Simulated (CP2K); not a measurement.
Crystal: BaTe.

```
Ba Te
1.0
     4.82247    0.00000    0.00000
     2.41123    4.17638    0.00000
     2.41123    1.39213    3.93753
Ba Te
1 1
Direct
  0.00000 0.00000 0.00000
  0.50000 0.50000 0.50000
```

Program: CP2K 2026.2. Alike in all runs: task band structure; no spin polarisation; cell as given; k mesh 7 × 7 × 7.

Task: Order these runs on this cell by their pressure, lowest first.
A. level PBEsol; potentials or basis POTENTIAL_UZH Ba GTH-PBE-q10, Te GTH-PBE-q6; TZVP-MOLOPT-PBE-GTH basis; smearing fermi-dirac 0.0259 eV; EPS_DEFAULT 1.0E-9; points a segment of the path (NPOINTS) 8; bands added on the path 6; CUTOFF of the grids 450 Ry
B. level LDA; potentials or basis GTH_POTENTIALS Ba GTH-PADE-q10, Te GTH-PADE-q6; TZVP-MOLOPT-PBE-GTH basis; smearing fermi-dirac 0.1 eV; EPS_DEFAULT 1.0E-10; points a segment of the path (NPOINTS) 6; bands added on the path 6; CUTOFF of the grids 450 Ry
C. level r2SCAN; potentials or basis POTENTIAL_UZH Ba GTH-SCAN-q10, Te GTH-SCAN-q6; TZVP-MOLOPT-SCAN-GTH basis; smearing fermi-dirac 0.1 eV; EPS_DEFAULT 1.0E-9; points a segment of the path (NPOINTS) 8; bands added on the path 2; CUTOFF of the grids 675 Ry

Result: B (1.0 GPa), A (2.8 GPa), C (4.7 GPa).

Caveats: the basis of atomic orbitals isn't converged, which shifts pressures, moduli and gaps; the potentials were made for another functional, which shifts forces and pressure (some runs).
